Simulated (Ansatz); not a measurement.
# Na (Im-3m) in Ansatz: a series of runs, part 2 of 2

Ansatz 0.2.0. The steps go on from the part before.

### 3 Relaxation of cell and atoms, LDA

The input, input.yaml:

```yaml
crystal:
  lattice:
    - [-2.141, 2.141, 2.141]
    - [2.141, -2.141, 2.141]
    - [2.141, 2.141, -2.141]
  atoms:
    - { symbol: Na, position: [0.0, 0.0, 0.0] }
hamiltonian:
  xc: lda
  pseudopotentials: { kind: paw }
kpoints:
  mp_grid: { grid: [9, 9, 9] }
scf:
  occupations: { method: fermi_dirac, width: 0.05 }
output:
  forces: true
  stress: true
  eigenvalues: true
relax:
  f_tol: 0.01
  max_steps: 40
  cell: { stress_tol: 0.05 }
```

Potentials or basis: Ansatz PAW.

On the command line:

```bash
$ ansatz run input.yaml --threads 2 --pin off --max-ram 5632MiB --backend cpu --events-out ev --progress --plain --runs-dir out
```

What it wrote:

```text
Warning: RAYON_NUM_THREADS=2 ignored (pool sized by the plan → 2); use --threads N
Engine: ansatz 0.2.0, aarch64-unknown-linux-gnu
Pseudopotentials: kind: paw
Pseudopotential: Na, paw, valence charge 9, recommended cutoff 420 eV (normal), Na.paw.azcp
Functional definition: SPW92
  exchange = slater_x
  correlation = pw_c
Crystal: 1 atoms, lattice volume = 39.256 Å³
Basis set: ecut = 420 eV, 767 PW (Γ)
Bands: 9, of which v1, the nominal top of the filled ones, is band 5 counted from 1 (4 counted from 0)
Symmetry: 48 space group operations
Space group: Im-3m (ITA 229), of the structure as read, at distance tolerance 3.4e-5 Å
k-points: 35 of 729
Non-local potential: Na, projectors of the file, l = 0: 3, l = 1: 2, l = 2: 1
PAW form: soft (Blöchl's): semilocal exchange-correlation on the pseudo side does not see the compensation charge
PAW frozen core: Na, regenerated for the run's functional, and the local potential with it (the file was generated under x = pbe(κ = 0.804, μ = 0.2195149727645171), c = pbe(β = 0.06672455060314922))
PAW one-centre angular grid: Na, 110 points (default); XC on 64 Gauss nodes
Initial density: superposition of atomic densities (neutral atoms: chi_scale 0, normalization atom), corrected by the library's trained network
Initial wavefunctions: pseudopotential atomic-orbital guess
Functional: x = slater, c = lda
SCF iter   1: F=—  HF=-1466.594156 eV  |F-HF|=—  |Δ(HF+E_count)|=         —  Δρ=4.94e-3  dr2=3.92e-3  ethr=1.77e-3  ⟨swp⟩=5.2  Hψ=2058  notcnv=0
preconditioner: auto → none  [insulator: Δε(μ)=0.194 eV  Ē_g=7.567 eV  σ=0.050 eV  W_gap=0.75  n_scr=12 (ndim 8)  ℏωp=5.9 eV  f_vac=0.000  D(μ)=0.37/eV (n_scr^D=0)  ε∞_Penn≈1.6]
SCF iter   2: F=—  HF=-1466.590786 eV  |F-HF|=—  |Δ(HF+E_count)|=   3.37e-3  Δρ=7.04e-4  dr2=9.61e-5  ethr=4.36e-5  ⟨swp⟩=2.0  Hψ=882  notcnv=0  defer=1
SCF iter   3: F=—  HF=-1466.590783 eV  |F-HF|=—  |Δ(HF+E_count)|=   2.67e-6  Δρ=1.14e-4  dr2=7.60e-6  ethr=1.07e-6  ⟨swp⟩=2.3  Hψ=482  notcnv=0  defer=2
iter 4 did not close the SCF: its close was put off for the readings that it lacked (scf_convergence_deferred on its scf_iter line)
[... 55 lines left out ...]
  E_local      = -1410.832885  (includes V_loc(G=0)·N_el)
  E_nonlocal   = 116.670040
  E_hartree    = 512.902170
  E_xc         = -37.466012
  E_vxc        = -48.749589  (∫ρ·V_xc dr)
  E_paw        = -244.670554  (= ΣΔE_a)
  E_vpaw       = -40.413968  (= ΣTr[D̂ρ^β])
  E_aug_tail   = -0.000011  (compensation charges beyond the density's cutoff)
  E_ewald      = -523.598214
  E_core_change = 0.140890  (= ΣΔE_core)
  E_smearing   = -0.003001  (= −TS)
  E_closure    = -0.000000  (closes the sum)
  Σ components = -1466.614789   (vs F -1466.614789, Δ=0.00e0)
--- Forces (eV/Å), atoms counted from 1 ---
  atom   1  Na    -0.00000000     0.00000000     0.00000000
  max |Σ_I F_I| component: 8.73e-33 eV/Å
--- Stress (GPa, compression-positive) ---
       -0.018138      -0.000000       0.000000
        0.000000      -0.018138       0.000000
        0.000000      -0.000000      -0.018138
  P = ⅓ Tr σ = -0.0181 GPa (-0.181 kbar)
--- Band table (eV; the first three rows and the last of 35) ---
  k-point 0: bands = ["-50.3631", "-22.8477", "-22.8477", "-22.8477", "-1.4705", "14.3817", "14.3817", "14.3817", "15.5557"]
  k-point 1: bands = ["-50.3627", "-22.8540", "-22.8497", "-22.8477", "-1.2366", "12.1174", "13.3095", "13.7262", "14.3288"]
  k-point 2: bands = ["-50.3616", "-22.8697", "-22.8550", "-22.8477", "-0.5418", "9.1344", "12.0536", "12.8283", "13.1647"]
  k-point 34: bands = ["-50.3568", "-22.8854", "-22.8843", "-22.8843", "5.4598", "6.9115", "7.3637", "7.3637", "8.3713"]
--- Relaxed structure (4 steps of the walk, 4 accepted, 1 SCFs on fresh bases) ---
  F+E_penalty+E_count = -1466.61478894 eV   max|allowed force component| = 0.000e0 eV/Å   (the final SCF, on the basis selected at the relaxed cell)
  cell:  # Å, volume = 33.2986 Å³
    - [-2.0266958901989947, 2.0266958901989947, 2.0266958901989947]
    - [2.0266958901989947, -2.0266958901989947, 2.0266958901989947]
    - [2.0266958901989947, 2.0266958901989947, -2.0266958901989947]
  atoms:
    - { symbol: Na, position: [0.0, 0.0, 0.0] }
```

Wall time 3.6 s (2 threads of Arm Neoverse N1, shared host); peak memory 0.26 GiB.

What came out:

| Item | Value |
| --- | --- |
| Free energy | -1466.6148 eV |
| Relaxed volume | 33.30 Å³/atom |
| Relaxed cell | a = 3.510 Å, b = 3.510 Å, c = 3.510 Å, α = 109.47°, β = 109.47°, γ = 109.47° |
| Space group after relaxing (to 0.05 Å) | Im-3m (No. 229) |
| Energy gained by relaxing | 24.0 meV/atom |
| Ionic steps | 5 |
| Pressure after relaxing | 0.0 GPa |
| Band gap on the k mesh | none (metal or under the smearing width) |

The path:
| step | energy change (eV) | largest force (eV/Å) | volume (Å³) |
| --- | --- | --- | --- |
| 1 | 0.0000 | 0.0000 | 39.26 |
| 2 | -0.0070 | 0.0000 | 38.19 |
| 3 | -0.0240 | 0.0000 | 32.83 |
| 4 | -0.0241 | 0.0000 | 33.30 |
| 5 | -0.0240 | 0.0000 | 33.30 |

Final structure:
```yaml
crystal:
  lattice:
    - [-2.02670, 2.02670, 2.02670]
    - [2.02670, -2.02670, 2.02670]
    - [2.02670, 2.02670, -2.02670]
  atoms:
    - { symbol: Na, position: [0.00000, 0.00000, 0.00000] }
```

Caveat: the volume moved by over 15 % at a fixed basis, so the end points are rough; the plane-wave basis is chosen anew once the cell has moved, so the energies of steps on either side of that aren't comparable; the PAW data sets come from PBE, with cores solved anew for the run's functional, which leaves a small shift of forces and pressure. LDA usually gives volumes a few per cent too small.

### 4 Relaxation of cell and atoms, PBE

Edit input.yaml of step 3 so:

```diff
@@ -8,3 +8,3 @@
 hamiltonian:
-  xc: lda
+  xc: pbe
   pseudopotentials: { kind: paw }
```

Potentials or basis: Ansatz PAW.

On the command line:

```bash
$ ansatz run input.yaml --threads 2 --pin off --max-ram 5632MiB --backend cpu --events-out ev --progress --plain --runs-dir out
```

What it wrote:

```text
Warning: RAYON_NUM_THREADS=2 ignored (pool sized by the plan → 2); use --threads N
[... 8 set-up lines as earlier in the session ...]
Crystal: 1 atoms, lattice volume = 39.256 Å³
Basis set: ecut = 420 eV, 767 PW (Γ), exchange–correlation on 50×50×50 points (8 copies of the dense FFT grid, shifted against one another)
Bands: 9, of which v1, the nominal top of the filled ones, is band 5 counted from 1 (4 counted from 0)
[... 2 set-up lines as earlier in the session ...]
k-points: 35 of 729
[... 6 set-up lines as earlier in the session ...]
SCF iter   1: F=—  HF=-1486.419636 eV  |F-HF|=—  |Δ(HF+E_count)|=         —  Δρ=4.72e-4  dr2=4.15e-5  ethr=1.77e-3  ⟨swp⟩=5.1  Hψ=2042  notcnv=0
preconditioner: auto → none  [insulator: Δε(μ)=0.192 eV  Ē_g=7.591 eV  σ=0.050 eV  W_gap=0.74  n_scr=12 (ndim 8)  ℏωp=5.9 eV  f_vac=0.000  D(μ)=0.38/eV (n_scr^D=0)  ε∞_Penn≈1.6]
SCF iter   2: F=—  HF=-1486.419503 eV  |F-HF|=—  |Δ(HF+E_count)|=   1.33e-4  Δρ=1.50e-4  dr2=4.30e-6  ethr=4.61e-7  ⟨swp⟩=2.1  Hψ=772  notcnv=0
SCF iter   3: F=—  HF=-1486.419520 eV  |F-HF|=—  |Δ(HF+E_count)|=   1.66e-5  Δρ=4.74e-5  dr2=5.83e-7  ethr=4.78e-8  ⟨swp⟩=2.0  Hψ=429  notcnv=0
[... 43 lines left out ...]
Fermi energy:    1.768601 eV
--- Per-component energies (eV) ---
  E_band       = -240.683360
  E_kinetic    = 120.180525
  E_local      = -1439.833519  (includes V_loc(G=0)·N_el)
  E_nonlocal   = 115.113918
  E_hartree    = 526.534271
  E_xc         = -38.366935
  E_vxc        = -49.296772  (∫ρ·V_xc dr)
  E_paw        = -263.162986  (= ΣΔE_a)
  E_vpaw       = -39.915995  (= ΣTr[D̂ρ^β])
  E_aug_tail   = -0.000033  (compensation charges beyond the density's cutoff)
  E_ewald      = -506.884901
  E_smearing   = -0.003177  (= −TS)
  E_closure    = 0.000000  (closes the sum)
  Σ components = -1486.422837   (vs F -1486.422837, Δ=0.00e0)
--- Forces (eV/Å), atoms counted from 1 ---
  atom   1  Na     0.00000000     0.00000000     0.00000000
  max |Σ_I F_I| component: 3.70e-32 eV/Å
--- Stress (GPa, compression-positive) ---
        0.041256       0.000000       0.000000
       -0.000000       0.041256       0.000000
       -0.000000      -0.000000       0.041256
  P = ⅓ Tr σ = 0.0413 GPa (0.413 kbar)
--- Band table (eV; the first three rows and the last of 35) ---
  k-point 0: bands = ["-51.2071", "-23.1106", "-23.1106", "-23.1106", "-1.5127", "13.5788", "13.5788", "13.5788", "14.5850"]
  k-point 1: bands = ["-51.2068", "-23.1150", "-23.1121", "-23.1106", "-1.2942", "11.3383", "12.5157", "12.8941", "13.3779"]
  k-point 2: bands = ["-51.2062", "-23.1260", "-23.1158", "-23.1106", "-0.6442", "8.4991", "11.3206", "11.9971", "12.2632"]
  k-point 34: bands = ["-51.2034", "-23.1372", "-23.1365", "-23.1365", "5.0224", "6.4254", "6.8027", "6.8027", "7.7639"]
--- Relaxed structure (3 steps of the walk, 3 accepted, 1 SCFs on fresh bases) ---
  F+E_penalty+E_count = -1486.42283685 eV   max|allowed force component| = 0.000e0 eV/Å   (the final SCF, on the basis selected at the relaxed cell)
  cell:  # Å, volume = 36.7022 Å³
    - [-2.0935213200423974, 2.0935213200423974, 2.0935213200423974]
    - [2.0935213200423974, -2.0935213200423974, 2.0935213200423974]
    - [2.0935213200423974, 2.0935213200423974, -2.0935213200423974]
  atoms:
    - { symbol: Na, position: [0.0, 0.0, 0.0] }
```

It took 3.2 s on 2 threads of Arm Neoverse N1, shared host; peak memory 0.27 GiB.

Results:

```yaml
Free_energy: -1486.4228 eV
Relaxed_volume: 36.70 Å³/atom
Relaxed_cell: a = 3.626 Å, b = 3.626 Å, c = 3.626 Å, α = 109.47°, β = 109.47°, γ = 109.47°
Space_group_after_relaxing_to_0.05_Å: Im-3m (No. 229)
Energy_gained_by_relaxing: 3.3 meV/atom
Ionic_steps: 4
Pressure_after_relaxing: 0.0 GPa
Band_gap_on_the_k_mesh: none (metal or under the smearing width)
```

Step by step:
```
step  energy change (eV)  largest force (eV/Å)  volume (Å³)
   1              0.0000                0.0000        39.26
   2             -0.0010                0.0000        38.84
   3             -0.0034                0.0000        36.70
   4             -0.0033                0.0000        36.70
```

Final structure:
```xyz
1
Lattice="-2.0935 2.0935 2.0935 2.0935 -2.0935 2.0935 2.0935 2.0935 -2.0935" Properties=species:S:1:pos:R:3 pbc="T T T"
Na    0.0000    0.0000    0.0000
```

Caveat: the plane-wave basis is chosen anew once the cell has moved, so the energies of steps on either side of that aren't comparable.

### 5 Overview

| level | cell | target pressure (GPa) | gap on the mesh (eV) | pressure (GPa) | relaxed volume (Å³/atom) |
| --- | --- | --- | --- | --- | --- |
| PBE | relaxed to 30 GPa | 30 | none | 30.0 | - |
| LDA | relaxed | - | none | 0.0 | 33.30 |
| PBE | relaxed | - | none | 0.0 | 36.70 |

Alike in all rows: task relaxation of cell and atoms; potentials or basis Ansatz PAW; no spin polarisation; k mesh 9 × 9 × 9; cutoff (eV) 420; smearing fermi-dirac 0.05 eV.

Caveats: the plane-wave basis is chosen anew once the cell has moved, so the energies of steps on either side of that aren't comparable; the volume moved by over 15 % at a fixed basis, so the end points are rough (some runs); the PAW data sets come from PBE, with cores solved anew for the run's functional, which leaves a small shift of forces and pressure (some runs).

Absolute energies hang on the potentials; compare differences alone.
